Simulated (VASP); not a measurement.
# Nd (Fm-3m) in VASP: a series of runs

One crystal, Nd, is run at these levels: PBE; tasks: single point.

All numbers are computed with VASP 6.6.1; they aren't measurements. Logs are shortened: lines on timing, memory, paths and dates and some standing lists are left out, and cuts for length are marked.

### Step 1. The undisturbed crystal

Symmetry: Fm-3m, No. 225, cubic system. The conventional cell has a = 5.210 Å, b = 5.210 Å, c = 5.210 Å, α = 90.00°, β = 90.00°, γ = 90.00°. Nd (site symmetry m-3m) has 12 Nd at 3.68 Å as nearest neighbours.

This isn't the form of Nd at room conditions, which is double hcp.

### Step 2. Single point, PBE, collinear spin, typed start (volume scaled by 1.04)

The input, INCAR:

```
SYSTEM = Nd
PREC = Accurate
ENCUT = 520
EDIFF = 1E-6
ISMEAR = -1
SIGMA = 0.05
LREAL = .False.
LASPH = .True.
NELM = 150
ALGO = Normal
ISIF = 2
LWAVE = .False.
LCHARG = .True.
ISPIN = 2
MAGMOM = 3
LORBIT = 11
LMAXMIX = 6
GGA = PE
LELF = .True.
LVHAR = .True.
NBANDS = 17
```

The input, KPOINTS:

```
regular mesh
0
Gamma
  9 9 9
  0 0 0
```

The input, POSCAR:

```
Nd
1.0
    0.0000000000      2.6391996509      2.6391996509
    2.6391996509      0.0000000000      2.6391996509
    2.6391996509      2.6391996509      0.0000000000
Nd
1
Direct
    0.0000000000      0.0000000000      0.0000000000
```

Potentials or basis: VASP PAW PBE potentials, release 64 (Nd).

Run with:

```bash
$ cat potpaw_PBE.64/Nd/POTCAR > POTCAR
$ mpirun -np 1 vasp_std > vasp.out
```

OUTCAR:

```text
SYSTEM = Nd
   PREC = Accurate
   ENCUT = 520
   EDIFF = 1E-6
   ISMEAR = -1
   LREAL = .False.
   LASPH = .True.
   NELM = 150
   ISIF = 2
   ISPIN = 2
   LORBIT = 11
   GGA = PE

 ion  position               nearest neighbor table
   1  0.000  0.000  0.000-

  LATTYP: Found a face centered cubic cell.
 ALAT       =     5.2783993018

  Lattice vectors:

 A1 = (   0.0000000000,   2.6391996509,   2.6391996509)
 A2 = (   2.6391996509,   0.0000000000,   2.6391996509)
 A3 = (   2.6391996509,   2.6391996509,   0.0000000000)

Analysis of symmetry for initial positions (statically):
=====================================================================
 Subroutine PRICEL returns:
 Original cell was already a primitive cell.

 Routine SETGRP: Setting up the symmetry group for a
 face centered cubic supercell.

 Subroutine GETGRP returns: Found 48 space group operations
 (whereof 48 operations were pure point group operations)
 out of a pool of 48 trial point group operations.

The static configuration has the point symmetry O_h .

Analysis of symmetry for dynamics (positions and initial velocities):
=====================================================================
 Subroutine PRICEL returns:
 Original cell was already a primitive cell.

 Routine SETGRP: Setting up the symmetry group for a
 face centered cubic supercell.

 Subroutine GETGRP returns: Found 48 space group operations
 (whereof 48 operations were pure point group operations)
 out of a pool of 48 trial point group operations.

The dynamic configuration has the point symmetry O_h .

Analysis of structural, dynamic, and magnetic symmetry:
=====================================================================
 Subroutine PRICEL returns:
 Original cell was already a primitive cell.

 Routine SETGRP: Setting up the symmetry group for a
 face centered cubic supercell.

 Subroutine GETGRP returns: Found 48 space group operations
 (whereof 48 operations were pure point group operations)
 out of a pool of 48 trial point group operations.

The overall configuration has the point symmetry O_h .

 Subroutine INISYM returns: Found 48 space group operations
 (whereof 48 operations are pure point group operations),
 and found     1 'primitive' translations

----------------------------------------------------------------------------------------

                                     Primitive cell

  volume of cell :      36.7660

  direct lattice vectors                    reciprocal lattice vectors
     0.000000000  2.639199651  2.639199651    -0.189451374  0.189451374  0.189451374
     2.639199651  0.000000000  2.639199651     0.189451374 -0.189451374  0.189451374
     2.639199651  2.639199651  0.000000000     0.189451374  0.189451374 -0.189451374

  length of vectors
     3.732391940  3.732391940  3.732391940     0.328139405  0.328139405  0.328139405

  position of ions in fractional coordinates (direct lattice)
     0.000000000  0.000000000  0.000000000

  ion indices of the primitive-cell ions
   primitive index   ion index
                 1           1

----------------------------------------------------------------------------------------

 KPOINTS: regular mesh

Automatic generation of k-mesh.
 Grid dimensions read from file:
 generate k-points for:    9    9    9

 Generating k-lattice:

  Cartesian coordinates                     Fractional coordinates (reciprocal lattice)
    -0.021050153  0.021050153  0.021050153     0.111111111  0.000000000  0.000000000
     0.021050153 -0.021050153  0.021050153     0.000000000  0.111111111  0.000000000
     0.021050153  0.021050153 -0.021050153     0.000000000  0.000000000  0.111111111

  Length of vectors
     0.036459934  0.036459934  0.036459934

  Shift w.r.t. Gamma in fractional coordinates (k-lattice)
     0.000000000  0.000000000  0.000000000

 Subroutine IBZKPT returns following result:
 ===========================================

 Found     35 irreducible k-points:

 Following reciprocal coordinates:
            Coordinates               Weight
  0.000000  0.000000  0.000000      1.000000
  0.111111  0.000000  0.000000      8.000000
  0.222222  0.000000  0.000000      8.000000
  0.333333  0.000000  0.000000      8.000000
  0.444444  0.000000  0.000000      8.000000
  0.111111  0.111111  0.000000      6.000000
[... 16 lines left out ...]
 -0.333333  0.333333  0.000000     12.000000
  0.444444  0.444444  0.000000      6.000000
 [... further k-points ...]
   k-points           NKPTS =     35   k-points in BZ     NKDIM =     35   number of bands    NBANDS=     17
   number of dos      NEDOS =    301   number of ions     NIONS =      1
   total plane-waves  NPLWV =  21952
   dimension x,y,z NGX =    28 NGY =   28 NGZ =   28
   dimension x,y,z NGXF=    56 NGYF=   56 NGZF=   56
   ions per type =               1
   NGX,Y,Z   is equivalent  to a cutoff of  12.47, 12.47, 12.47 a.u.
   NGXF,Y,Z  is equivalent  to a cutoff of  24.94, 24.94, 24.94 a.u.
 SYSTEM =  Nd
   PREC   = accura    normal or accurate (medium, high low for compatibility)
   ISTART =      0    job   : 0-new  1-cont  2-samecut
   ICHARG =      2    charge: 1-file 2-atom 10-const
   ISPIN  =      2    spin polarized calculation?
   LNONCOLLINEAR =      F non collinear calculations
   LSORBIT =      F    spin-orbit coupling
   LASPH  =      T    aspherical Exc in radial PAW
   ENCUT  =  520.0 eV  38.22 Ry    6.18 a.u.   6.94  6.94  6.94*2*pi/ulx,y,z
   NELM   =    150;   NELMIN=  2; NELMDL= -5     # of ELM steps
   EDIFF  = 0.1E-05   stopping-criterion for ELM
   LREAL  =      F    real-space projection
   EDIFFG = 0.1E-04   stopping-criterion for IOM
   NSW    =      0    number of steps for IOM
   IBRION =     -1    ionic relax: 0-MD 1-quasi-New 2-CG
   NFREE  =      0    steps in history (QN), initial steepest desc. (CG)
   ISIF   =      2    stress and relaxation
   ISYM   =      2    0-nonsym 1-usesym 2-fastsym
   POTIM  = 0.5000    time-step for ionic-motion
   TEBEG  =    0.0;   TEEND  =   0.0 temperature during run
   PSTRESS=    0.0 pullay stress
   NELECT =      14.0000    total number of electrons
   NUPDOWN=      -1.0000    fix difference up-down
   EMIN   =  10.00;   EMAX   =-10.00  energy-range for DOS
   EFERMI =   0.00;   METHOD = LEGACY
   ISMEAR =    -1;   SIGMA  =   0.05  broadening in eV -4-tet -1-fermi 0-gaus
   EFERMI_NEDOS =   21; number of points for ismear=-14 and -15
   IALGO  =     38    algorithm
   IMIX   =      4    mixing-type and parameters
     AMIX     =   0.40;   BMIX     =  1.00
     AMIX_MAG =   1.60;   BMIX_MAG =  1.00
  volume/ion in A,a.u.               =      36.77       248.11
  Fermi-wavevector in a.u.,A,eV,Ry     =   1.186593  2.242336 19.157056  1.408004
  Thomas-Fermi vector in A             =   2.322763
   LORBIT       =     11    0 simple, 1 ext, 2 COOP (PROOUT), +10 PAW based schemes
   GGA     = PE    functional components
   LHFCALC =     F    Hartree Fock is set to
   AEXX    =    0.0000 exact exchange contribution
   IVDW    =     0    specifies the selected vdW correction
   LEPSILON=     F    determine dielectric tensor
   LRPA    =     F    only Hartree local field effects (RPA)
 spin polarized calculation
  energy-cutoff  :      520.00
  volume of cell :       36.77
 maximum number of plane-waves:      1002
   NGX = 13   NGY = 13   NGZ = 13

 number of electron      14.0000006 magnetization       4.2236081

 Free energy of the ion-electron system (eV)
  ---------------------------------------------------
  ext. energy  EPLUGINS =         0.00000000
  ---------------------------------------------------
  free energy    TOTEN  =        -6.50174121 eV

  energy without entropy =       -6.47213250  energy(sigma->0) =       -6.48693686

 E-fermi :   4.2102     XC(G=0):  -9.5627

 val. band max:        4.2041398017   @ k =   0.3333   0.2222   0.0000
 cond. band min:       4.2142529707   @ k =   0.4444   0.0000   0.0000
 fundamental gap:      0.0101131690
 Fermi energy:         4.2101965400

 spin component 1

 k-point     1 :       0.0000    0.0000    0.0000
  band No.  band energies     occupation
      1     -33.1783      1.00000
      2     -13.9356      1.00000
      3     -13.9356      1.00000
      4     -13.9356      1.00000
      5       0.1541      1.00000
      6       3.9214      0.99691
[... 9 lines left out ...]
     16       8.1022      0.00000
     17       8.1022      0.00000

 k-point     2 :       0.1111    0.0000    0.0000
  band No.  band energies     occupation
      1     -33.1661      1.00000
      2     -14.0585      1.00000
      3     -13.9505      1.00000
      4     -13.9505      1.00000
      5       0.4860      1.00000
      6       3.8695      0.99890
[... 9 lines left out ...]
     16       7.9649      0.00000
     17       7.9649      0.00000
[... 421 lines left out ...]
 k-point    24 :       0.4444    0.4444    0.0000
  band No.  band energies     occupation
      1     -33.0418      1.00000
      2     -14.8109      1.00000
      3     -14.2678      1.00000
      4     -14.2678      1.00000
      5       2.3741      1.00000
      6       2.9685      1.00000
[... 9 lines left out ...]
     16       9.9163      0.00000
     17       9.9163      0.00000

 [... further k-points ...]

 spin component 2

 k-point     1 :       0.0000    0.0000    0.0000
  band No.  band energies     occupation
      1     -31.5147      1.00000
      2     -12.5938      1.00000
      3     -12.5938      1.00000
      4     -12.5938      1.00000
      5       1.1090      1.00000
      6       5.9123      0.00000
[... 9 lines left out ...]
     16       8.9252      0.00000
     17       8.9252      0.00000

 k-point     2 :       0.1111    0.0000    0.0000
  band No.  band energies     occupation
      1     -31.5014      1.00000
      2     -12.7249      1.00000
      3     -12.6092      1.00000
      4     -12.6092      1.00000
      5       1.4474      1.00000
      6       5.7496      0.00000
[... 9 lines left out ...]
     16       8.8094      0.00000
     17       8.8094      0.00000
[... 421 lines left out ...]
 k-point    24 :       0.4444    0.4444    0.0000
  band No.  band energies     occupation
      1     -31.3662      1.00000
      2     -13.5142      1.00000
      3     -12.9446      1.00000
      4     -12.9446      1.00000
      5       3.0395      1.00000
      6       4.0540      0.95790
[... 9 lines left out ...]
     16      11.0381      0.00000
     17      11.0381      0.00000

 [... further k-points ...]
[... 5 lines left out ...]
  --------------------------------------------------------------------------------------
  -------------------------------------------------------------------------------------
  Total       -0.2063335     -0.2063335     -0.2063335      0.0000000      0.0000000     -0.0000000
  in kB       -8.9915299     -8.9915299     -8.9915299      0.0000000      0.0000000     -0.0000000
  external PRESSURE =      -8.9915299 kB  Pullay stress =       0.0000000 kB

 VOLUME and BASIS-vectors are now :
 -----------------------------------------------------------------------------
  energy-cutoff  :      520.00
  volume of cell :       36.77
      direct lattice vectors                 reciprocal lattice vectors
     0.000000000  2.639199651  2.639199651    -0.189451374  0.189451374  0.189451374
     2.639199651  0.000000000  2.639199651     0.189451374 -0.189451374  0.189451374
     2.639199651  2.639199651  0.000000000     0.189451374  0.189451374 -0.189451374

 POSITION                                       TOTAL-FORCE (eV/Angst)
 -----------------------------------------------------------------------------------
      0.00000      0.00000      0.00000         0.000000      0.000000      0.000000
 -----------------------------------------------------------------------------------
    total drift:                               -0.000000     -0.000000     -0.000000

  FREE ENERGIE OF THE ION-ELECTRON SYSTEM (eV)
  ---------------------------------------------------
  free  energy   TOTEN  =        -6.5017412118 eV

  energy  without entropy=       -6.4721325000  energy(sigma->0) =       -6.48693686

 total charge

# of ion       s       p       d       f       tot
--------------------------------------------------
    1        2.024   5.376   0.516   3.280  11.196

 magnetization (x)

# of ion       s       p       d       f       tot
--------------------------------------------------
    1       -0.005  -0.093   0.235   3.262   3.399
```

It took 87 s on 1 thread of Intel Xeon Platinum 8375C at 2.90GHz (Ice Lake), shared host; peak memory 0.2 GiB.

What came out:

| Quantity | Value |
| --- | --- |
| Free energy | -6.5017 eV |
| Pressure | -0.9 GPa |
| Band gap on the k mesh | none (metal or under the smearing width) |
| Net moment | 4.22 μB per cell |
| Site moments | Nd +3.40 μB |
| Valence electrons inside the program's atomic spheres | Nd 11.20 |

Levels at points of the mesh, in eV from the Fermi level:
Spin up:
```
           k point  band 5  band 6  band 7  band 8  band 9  band 10  band 11  band 12  band 13  band 14
(0.00, 0.00, 0.00)   -4.06   -0.29   -0.29   -0.29    0.18     0.18     0.18     0.23     1.52     1.52
```
Spin down:
```
           k point  band 3  band 4  band 5  band 6  band 7  band 8
(0.00, 0.00, 0.00)  -16.80  -16.80   -3.10    1.70    1.91    1.91
```

Caveat: the magnetic or orbital state may not be the lowest; spin-orbit coupling is left out, which moves the levels of the heavy elements. The state reached can hang on the start; a lower one may exist.

### Step 3. Single point, PBE, collinear spin, typed start (volume scaled by 0.94)

The input, INCAR:

```
SYSTEM = Nd
ALGO     = Normal         ! electronic algorithm
EDIFF    = 1E-6           ! SCF threshold, eV
ENCUT    = 520            ! plane-wave cutoff, eV
GGA      = PE             ! functional
ISIF     = 2              ! what is computed and relaxed
ISMEAR   = -1             ! smearing method
ISPIN    = 2              ! spin polarisation
LASPH    = .TRUE.         ! aspherical terms in the spheres
LCHARG   = .FALSE.        ! write CHGCAR
LMAXMIX  = 6              ! l up to which the mixer works
LORBIT   = 11             ! projections on sites
LREAL    = .FALSE.        ! projectors in reciprocal space
LWAVE    = .FALSE.        ! write WAVECAR
MAGMOM   = 3              ! initial moments
NBANDS   = 17             ! bands
NELM     = 150            ! most SCF steps
PREC     = Accurate       ! precision mode
SIGMA    = 0.05           ! smearing width, eV
```

The input, KPOINTS:

```
k-points
0
G
  9 9 9
  0 0 0
```

The input, POSCAR:

```
Nd
1.0
    0.0000000000      2.5517438879      2.5517438879
    2.5517438879      0.0000000000      2.5517438879
    2.5517438879      2.5517438879      0.0000000000
Nd
1
Direct
    0.0000000000      0.0000000000      0.0000000000
```

Potentials or basis: VASP PAW PBE potentials, release 64 (Nd).

Run with:

```bash
$ cat potpaw_PBE.64/Nd/POTCAR > POTCAR
$ mpirun -np 1 vasp_std > vasp.out
```

Run time: 77 s. Hardware: 1 thread of Intel Xeon Platinum 8375C at 2.90GHz (Ice Lake), shared host; peak memory 0.2 GiB.

The run converged. Its results:

```yaml
Free_energy: -6.4989 eV
Pressure: 0.8 GPa
Band_gap_on_the_k_mesh: none (metal or under the smearing width)
Net_moment: 4.04 μB per cell
Site_moments: Nd +3.33 μB
Valence_electrons_inside_the_program's_atomic_spheres: Nd 11.22
```

Levels at points of the mesh, in eV from the Fermi level:
Spin up:
```tsv
k point	band 7	band 8	band 9	band 10	band 11	band 12
(0.00, 0.00, 0.00)	-0.20	-0.20	0.21	0.21	0.21	0.21
```
Spin down:
```csv
k point,band 1,band 2,band 3,band 4,band 5,band 6,band 7,band 8,band 9,band 10
"(0.00, 0.00, 0.00)",-35.67,-16.57,-16.57,-16.57,-3.11,1.63,1.90,1.90,1.90,2.64
```

Caveat: the magnetic or orbital state may not be the lowest; spin-orbit coupling is left out, which moves the levels of the heavy elements.
